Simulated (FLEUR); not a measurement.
# Collinear magnetic orders of free-standing square V monolayer, spacing 3.002 A with FLEUR, part 2 of 2

Wanted: the moments of free-standing square V monolayer, spacing 3.002 A and the energy of each order that was tried.

FLEUR MaX-R8.1; PBEsol; all-electron FLAPW film, Dirac cores, scalar-relativistic bands.

So far, largest spin moment in the muffin-tin sphere (μB): step 2 (run 1 (ferro +)) 2.95; step 3 (start 2: antiferro q=(0,1/2,0) +-) 3.04.

**4. Start 3: antiferro q=(1/2,1/2,0) +-**

Reversing part of the moments tests the sign of the couplings between them.

The cell is doubled to 2 atoms to hold this order. The mesh is halved along the doubled vector, so that both cells sample the same points. The k list default-1 (kpts.xml, not shown) is a Γ-centred 5×10×1 mesh.

inp.xml

```
<?xml version="1.0" encoding="UTF-8" standalone="no"?>
<fleurInput fleurInputVersion="0.39">
   <comment>
      V
   </comment>
   <calculationSetup>
      <cutoffs Kmax="3.6" Gmax="10.8" GmaxXC="10.8" numbands="0"/>
      <scfLoop itmax="120" minDistance="0.00002" maxIterBroyd="15" imix="Anderson" alpha="0.03" precondParam="0.0" spinf="2.0" sdNocoIR="T"/>
      <coreElectrons ctail="T" frcor="F" kcrel="0" coretail_lmax="0"/>
      <xcFunctional name="PBEs" relativisticCorrections="F"/>
      <magnetism jspins="2"/>
      <soc l_soc="F" theta="0.0" phi="0.0" spav="F"/>
      <expertModes spex="0" secvar="F"/>
      <geometryOptimization l_f="F" forcealpha="1.0" forcemix="BFGS" epsdisp="0.00001" epsforce="0.00001"/>
      <ldaU l_linMix="F" mixParam="0.05" spinf="1.0"/>
   </calculationSetup>
   <cell>
      <bzIntegration valenceElectrons="26.0" mode="hist" fermiSmearingEnergy="0.00293995">
         <kPointListSelection listName="default-1"/>
         <xi:include xmlns:xi="http://www.w3.org/2001/XInclude" href="kpts.xml"> </xi:include>
      </bzIntegration>
      <xi:include xmlns:xi="http://www.w3.org/2001/XInclude" href="sym.xml"> </xi:include>
      <filmLattice scale="1.0" dVac="6.18" dTilda="8.68">
         <bravaisMatrixFilm>
            <row-1>   11.3459156520983981     0.0000000000000000</row-1>
            <row-2>    5.6729578260491991     5.6729578260491991</row-2>
         </bravaisMatrixFilm>
         <vacuumEnergyParameters vacuum="1" spinUp="-.25" spinDown="-.25"/>
      </filmLattice>
   </cell>
   <atomSpecies>
      <species name="Vanadium (1.500" element="V" atomicNumber="23">
         <mtSphere radius="2.69" gridPoints="889" logIncrement="0.014"/>
         <atomicCutoffs lmax="10" lnonsphr="8"/>
         <electronConfig flipSpins="F">
            <coreConfig>(1s1/2) (2s1/2) (2p1/2) (2p3/2)</coreConfig>
            <valenceConfig>(3s1/2) (3p1/2) (3p3/2) (4s1/2) (3d3/2) (3d5/2)</valenceConfig>
            <stateOccupation state="(3d3/2)" spinUp="0.6" spinDown="0.6"/>
            <stateOccupation state="(3d5/2)" spinUp="1.65" spinDown="0.15"/>
         </electronConfig>
         <energyParameters s="4" p="4" d="3" f="4"/>
         <lo type="SCLO" l="0" n="3" eDeriv="0"/>
         <lo type="SCLO" l="1" n="3" eDeriv="0"/>
      </species>
      <species name="Vanadium (-1.500" element="V" atomicNumber="23">
         <mtSphere radius="2.69" gridPoints="889" logIncrement="0.014"/>
         <atomicCutoffs lmax="10" lnonsphr="8"/>
         <electronConfig flipSpins="F">
            <coreConfig>(1s1/2) (2s1/2) (2p1/2) (2p3/2)</coreConfig>
            <valenceConfig>(3s1/2) (3p1/2) (3p3/2) (4s1/2) (3d3/2) (3d5/2)</valenceConfig>
            <stateOccupation state="(3d3/2)" spinUp="0.6" spinDown="0.6"/>
            <stateOccupation state="(3d5/2)" spinUp="0.15" spinDown="1.65"/>
         </electronConfig>
         <energyParameters s="4" p="4" d="3" f="4"/>
         <lo type="SCLO" l="0" n="3" eDeriv="0"/>
         <lo type="SCLO" l="1" n="3" eDeriv="0"/>
      </species>
   </atomSpecies>
   <atomGroups>
      <atomGroup species="Vanadium (1.500">
         <filmPos label="                   1">.0000000000 .0000000000 .0000000000</filmPos>
         <force calculate="T" relaxXYZ="TTT"/>
      </atomGroup>
      <atomGroup species="Vanadium (-1.500">
         <filmPos label="                   2">1.000/2.000 .0000000000 .0000000000</filmPos>
         <force calculate="T" relaxXYZ="TTT"/>
      </atomGroup>
   </atomGroups>
   <output dos="F" band="F" slice="F">
      <bandDOS minEnergy="-.5*Htr" maxEnergy="0.5*Htr" sigma="0.015" storeEVData="T"/>
      <plotting iplot="0" polar="F">
         <plot TwoD="T" vec1="  1.0  0.0  0.0" vec2="  0.0  1.0  0.0" vec3="  0.0  0.0  1.0" zero="  0.0  0.0 -0.5" file="plot"/>
      </plotting>
      <moessbauerParams electricFieldGradient="F" isomerShift="F" coreHyperfine="F" valenceHyperfine="F"/>
   </output>
</fleurInput>
```

crystal.txt

```
V
&input film=T cartesian=F /
6.00400000000  0.00000000000  0.00000000000
3.00200000000  3.00200000000  0.00000000000
0.00000000000  0.00000000000  1.00000000000
1.8897261246
1.0 1.0 1.0

2
23 0.00000000000  0.00000000000  0.00000000000 : 1.500
23 0.50000000000  0.00000000000  0.00000000000 : -1.500

&kpt div1=5 div2=10 div3=1 gamma=T /
```

Launch:

```
> OMP_NUM_THREADS=1 inpgen -f crystal.txt > inpgen.log  # inp.xml is then edited as shown
> OMP_NUM_THREADS=1 mpirun -n 2 fleur_MPI > fleur.log
```

Output:

```text
[banner, memory and clock lines left out]
Welcome to FLEUR        (www.flapw.de)
      MaX-Release 8.1          (www.max-centre.eu)

 ========== k-point set info ==========
 Selected k-point list: default-1
 k-point list type: mesh
 5 x 10 x 1
 Number of k points: 18

 [... set-up left out ...]
 Iteration:     1   Distance:      15.30032998 me/bohr^3
 Iteration:     2   Distance:      14.71980464 me/bohr^3
 Iteration:     3   Distance:       7.52758970 me/bohr^3
 Iteration:     4   Distance:       8.76717339 me/bohr^3
 Iteration:     5   Distance:       7.64957090 me/bohr^3
[...]
<sumOfEigenvalues value="    -1125.2420056873">
               <coreElectrons value="-1095.5023229791"/>
               <valenceElectrons value="-29.7396827082"/>
            </sumOfEigenvalues>
         [... left out ...]
            <freeEnergy value="-1896.3877228107"/>
            <extrapolationTo0K value="-1896.3842197010"/>
         </totalEnergy>
         <densityConvergence units="me/bohr^3">
            <chargeDensity spin="1" distance="0.0000120499"/>
            <chargeDensity spin="2" distance="0.0000084436"/>
            <overallChargeDensity distance="0.0000152402"/>
            <spinDensity distance="0.0000141678"/>
         </densityConvergence>
      </iteration>
```

Run time: 4.6 min. Hardware: 2 MPI ranks of Intel Xeon at 2.10GHz (Emerald Rapids), shared host; peak memory 0.29 GiB; 5.7 min of CPU time.

Spin moment in the muffin-tin sphere by atom:

```tsv
atom	spin moment in the muffin-tin sphere (μB)
V1	2.75
V2	-2.75
```

Numbers from this step:

| Property | Result |
| --- | --- |
| free energy | -51603.3388 eV |
| program's band gap on this mesh (in a metal only a level spacing) | 0.04175 eV |
| magnetization | 0 μB |
| final state | antiferromagnetic |

It lies 36.9 meV a seeded atom over the first start, and its largest moment is 2.75 μB against 2.95 μB.

**5. Start 4: no spin polarisation**

Without spin polarisation no moment can form, so the difference from the other runs is what forming moments gains.

The k list default-1 (kpts.xml, not shown) is a Γ-centred 10×10×1 mesh.

inp.xml

```
<?xml version="1.0" encoding="UTF-8" standalone="no"?>
<fleurInput fleurInputVersion="0.39">
   <comment>
      V
   </comment>
   <calculationSetup>
      <cutoffs Kmax="3.6" Gmax="10.8" GmaxXC="10.8" numbands="0"/>
      <scfLoop itmax="120" minDistance="0.00002" maxIterBroyd="15" imix="Anderson" alpha="0.03" precondParam="0.0" spinf="2.0" sdNocoIR="T"/>
      <coreElectrons ctail="T" frcor="F" kcrel="0" coretail_lmax="0"/>
      <xcFunctional name="PBEs" relativisticCorrections="F"/>
      <magnetism jspins="1"/>
      <soc l_soc="F" theta="0.0" phi="0.0" spav="F"/>
      <expertModes spex="0" secvar="F"/>
      <geometryOptimization l_f="F" forcealpha="1.0" forcemix="BFGS" epsdisp="0.00001" epsforce="0.00001"/>
      <ldaU l_linMix="F" mixParam="0.05" spinf="1.0"/>
   </calculationSetup>
   <cell>
      <bzIntegration valenceElectrons="13.0" mode="hist" fermiSmearingEnergy="0.00293995">
         <kPointListSelection listName="default-1"/>
         <xi:include xmlns:xi="http://www.w3.org/2001/XInclude" href="kpts.xml"> </xi:include>
      </bzIntegration>
      <xi:include xmlns:xi="http://www.w3.org/2001/XInclude" href="sym.xml"> </xi:include>
      <filmLattice scale="1.0" dVac="6.18" dTilda="8.68">
         <bravaisMatrixFilm>
            <row-1>    5.6729578260491991     0.0000000000000000</row-1>
            <row-2>    0.0000000000000000     5.6729578260491991</row-2>
         </bravaisMatrixFilm>
         <vacuumEnergyParameters vacuum="1" spinUp="-.25" spinDown="-.25"/>
      </filmLattice>
   </cell>
   <atomSpecies>
      <species name="Vanadium (V)" element="V" atomicNumber="23">
         <mtSphere radius="2.69" gridPoints="889" logIncrement="0.014"/>
         <atomicCutoffs lmax="10" lnonsphr="8"/>
         <electronConfig flipSpins="F">
            <coreConfig>(1s1/2) (2s1/2) (2p1/2) (2p3/2)</coreConfig>
            <valenceConfig>(3s1/2) (3p1/2) (3p3/2) (4s1/2) (3d3/2) (3d5/2)</valenceConfig>
            <stateOccupation state="(3d3/2)" spinUp="0.600000" spinDown="0.600000"/>
            <stateOccupation state="(3d5/2)" spinUp="0.900000" spinDown="0.900000"/>
         </electronConfig>
         <energyParameters s="4" p="4" d="3" f="4"/>
         <lo type="SCLO" l="0" n="3" eDeriv="0"/>
         <lo type="SCLO" l="1" n="3" eDeriv="0"/>
      </species>
   </atomSpecies>
   <atomGroups>
      <atomGroup species="Vanadium (V)">
         <filmPos label="                   1">.0000000000 .0000000000 .0000000000</filmPos>
         <force calculate="T" relaxXYZ="TTT"/>
      </atomGroup>
   </atomGroups>
   <output dos="F" band="F" slice="F">
      <bandDOS minEnergy="-.5*Htr" maxEnergy="0.5*Htr" sigma="0.015" storeEVData="T"/>
      <plotting iplot="0" polar="F">
         <plot TwoD="T" vec1="  1.0  0.0  0.0" vec2="  0.0  1.0  0.0" vec3="  0.0  0.0  1.0" zero="  0.0  0.0 -0.5" file="plot"/>
      </plotting>
      <moessbauerParams electricFieldGradient="F" isomerShift="F" coreHyperfine="F" valenceHyperfine="F"/>
   </output>
</fleurInput>
```

crystal.txt

```
V
&input film=T cartesian=F /
3.00200000000  0.00000000000  0.00000000000
0.00000000000  3.00200000000  0.00000000000
0.00000000000  0.00000000000  1.00000000000
1.8897261246
1.0 1.0 1.0

1
23 0.00000000000  0.00000000000  0.00000000000

&kpt div1=10 div2=10 div3=1 gamma=T /
```

Output:

```text
[banner, memory and clock lines left out]
Welcome to FLEUR        (www.flapw.de)
      MaX-Release 8.1          (www.max-centre.eu)

 ========== k-point set info ==========
 Selected k-point list: default-1
 k-point list type: mesh
 0 x 0 x 0
 Number of k points: 22

 [... set-up left out ...]
 Iteration:     1   Distance:      12.05550541 me/bohr^3
 Iteration:     2   Distance:      11.34289054 me/bohr^3
 Iteration:     3   Distance:       5.24549424 me/bohr^3
 Iteration:     4   Distance:       5.57671474 me/bohr^3
 Iteration:     5   Distance:       3.15281253 me/bohr^3
[...]
<FermiEnergy value="-0.1557187040" units="Htr"/>
         [... left out ...]
         <totalEnergy value="     -948.1625613065" units="Htr">
            <sumOfEigenvalues value="     -563.5875589976">
               <coreElectrons value="-548.3018809845"/>
               <valenceElectrons value="-15.2856780132"/>
            </sumOfEigenvalues>
         [... left out ...]
            <freeEnergy value="-948.1668740766"/>
            <extrapolationTo0K value="-948.1647176915"/>
         </totalEnergy>
         <densityConvergence units="me/bohr^3">
            <chargeDensity spin="1" distance="0.0000057575"/>
         </densityConvergence>
      </iteration>
```

Elapsed: 40 s, on 2 MPI ranks; peak memory 0.14 GiB; 57 s of CPU time.

This step gave:

```
free energy                                                       : -25800.9350 eV
program's band gap on this mesh (in a metal only a level spacing) : 0.01035 eV
final state                                                       : non-magnetic (no spin polarisation)
```

It lies 771 meV a seeded atom over the first start.

**6. An attempt with other settings**

An input with a fault is tried, to see how the program answers.

inp.xml

```
<?xml version="1.0" encoding="UTF-8" standalone="no"?>
<fleurInput fleurInputVersion="0.39">
   <comment>
      V
   </comment>
   <calculationSetup>
      <cutoffs Kmax="3.6" Gmax="10.8" GmaxXC="10.8" numbands="0"/>
      <scfLoop itmax="100" minDistance="0.00002" maxIterBroyd="15" imix="Anderson" alpha="0.03" precondParam="0.0" spinf="2.0" sdNocoIR="T"/>
      <coreElectrons ctail="T" frcor="F" kcrel="0" coretail_lmax="0"/>
      <xcFunctional name="PBEs" relativisticCorrections="F"/>
      <magnetism jspins="2"/>
      <soc l_soc="F" theta="0.0" phi="0.0" spav="F"/>
      <expertModes spex="0" secvar="F"/>
      <geometryOptimization l_f="F" forcealpha="1.0" forcemix="BFGS" epsdisp="0.00001" epsforce="0.00001"/>
      <ldaU l_linMix="F" mixParam="0.05" spinf="1.0"/>
   </calculationSetup>
   <cell>
      <bzIntegration valenceElectrons="11.0" mode="hist" fermiSmearingEnergy="0.00293995">
         <kPointListSelection listName="default-1"/>
         <xi:include xmlns:xi="http://www.w3.org/2001/XInclude" href="kpts.xml"> </xi:include>
      </bzIntegration>
      <xi:include xmlns:xi="http://www.w3.org/2001/XInclude" href="sym.xml"> </xi:include>
      <filmLattice scale="1.0" dVac="6.18" dTilda="8.68">
         <bravaisMatrixFilm>
            <row-1>    5.6729578260491991     0.0000000000000000</row-1>
            <row-2>    0.0000000000000000     5.6729578260491991</row-2>
         </bravaisMatrixFilm>
         <vacuumEnergyParameters vacuum="1" spinUp="-.25" spinDown="-.25"/>
      </filmLattice>
   </cell>
   <atomSpecies>
      <species name="Vanadium (1.500" element="V" atomicNumber="23">
         <mtSphere radius="2.69" gridPoints="889" logIncrement="0.014"/>
         <atomicCutoffs lmax="10" lnonsphr="8"/>
         <electronConfig flipSpins="F">
            <coreConfig>(1s1/2) (2s1/2) (2p1/2) (2p3/2)</coreConfig>
            <valenceConfig>(3s1/2) (3p1/2) (3p3/2) (4s1/2) (3d3/2) (3d5/2)</valenceConfig>
            <stateOccupation state="(3d3/2)" spinUp="0.6" spinDown="0.6"/>
            <stateOccupation state="(3d5/2)" spinUp="1.65" spinDown="0.15"/>
         </electronConfig>
         <energyParameters s="4" p="4" d="3" f="4"/>
         <lo type="SCLO" l="0" n="3" eDeriv="0"/>
         <lo type="SCLO" l="1" n="3" eDeriv="0"/>
      </species>
   </atomSpecies>
   <atomGroups>
      <atomGroup species="Vanadium (1.500">
         <filmPos label="                   1">.0000000000 .0000000000 .0000000000</filmPos>
         <force calculate="T" relaxXYZ="TTT"/>
      </atomGroup>
   </atomGroups>
   <output dos="F" band="F" slice="F">
      <bandDOS minEnergy="-.5*Htr" maxEnergy="0.5*Htr" sigma="0.015" storeEVData="T"/>
      <plotting iplot="0" polar="F">
         <plot TwoD="T" vec1="  1.0  0.0  0.0" vec2="  0.0  1.0  0.0" vec3="  0.0  0.0  1.0" zero="  0.0  0.0 -0.5" file="plot"/>
      </plotting>
      <moessbauerParams electricFieldGradient="F" isomerShift="F" coreHyperfine="F" valenceHyperfine="F"/>
   </output>
</fleurInput>
```

crystal.txt

```
V
&input film=T cartesian=F /
3.00200000000  0.00000000000  0.00000000000
0.00000000000  3.00200000000  0.00000000000
0.00000000000  0.00000000000  1.00000000000
1.8897261246
1.0 1.0 1.0

1
23 0.00000000000  0.00000000000  0.00000000000 : 1.500

&kpt div1=10 div2=10 div3=1 gamma=T /
```

Output:

```text
Welcome to FLEUR        (www.flapw.de)
      MaX-Release 8.1          (www.max-centre.eu)
**************FLEUR-Error*****************
Error message: E-field too big or No. of e- not correct
Error occurred in subroutine: efield
Error from PE:0/2
*****************************************

Memory (rank 0): 0.032 GB (peak 0.031 GB)
```

Wall time 3.8 s (2 MPI ranks); peak memory 0.07 GiB.

The program refused the input before any cycle.

The program's message: “E-field too big or No. of e- not correct”

The fault in the input: two valence electrons too few.

valenceElectrons must match the valence configurations of all atoms.

**7. Energies of the orders**

Free energies are divided by the number of seeded atoms, so that cells of unlike size compare. Wavevectors q in the names are fractions of the primitive cell's reciprocal vectors.

Orders:

```tsv
start	final state	typed order kept	energy over the lowest (meV a seeded atom)	largest sphere moment (μB)	net moment (μB a primitive cell)	mesh matched	CPU time (s)
ferro +	ferromagnetic	yes	100.6	2.953	3.513	yes	150.6
antiferro q=(0,1/2,0) +-	antiferromagnetic	yes	0	3.043	0	yes	265.5
antiferro q=(1/2,1/2,0) +-	antiferromagnetic	yes	137.5	2.755	0	yes	342.9
no spin polarisation	non-magnetic	-	871.9	0	0	yes	57.33
```

**8. What came out**

```json
{
  "lowest state found": "antiferromagnetic (typed antiferro q=(0,1/2,0) +-)",
  "largest site spin moment": "3.04 μB",
  "next finished state": "ferromagnetic, 101 meV a seeded atom higher",
  "energy gained by spin polarisation": "872 meV a seeded atom"
}
```

What this shows: The lowest state found is antiferromagnetic, reached from the start antiferro q=(0,1/2,0) +-, with moments up to 3.04 μB. The next finished state costs 101 meV a seeded atom. Forming the largest moments gains far more than ordering them, so they should outlast the ordering temperature. This is the lowest of 4 finished starts, no proof of the ground state.

[Logs and program files are shortened in this print: banners, set-up blocks, solver, clock and traceback lines can be left out without a mark of their own.]

[Logs are printed without paths, hosts, clocks, repeated set-up lines and the standing remarks that a program may print on its own settings, such as how far it seeks lower states.]

[Hosts, paths, dates, database ids (printed as entryN), source tags and the programs' standing remarks are cut or masked in the printed files.]

[Where a cell is said to come from a database of computed structures, the database is the Materials Project.]
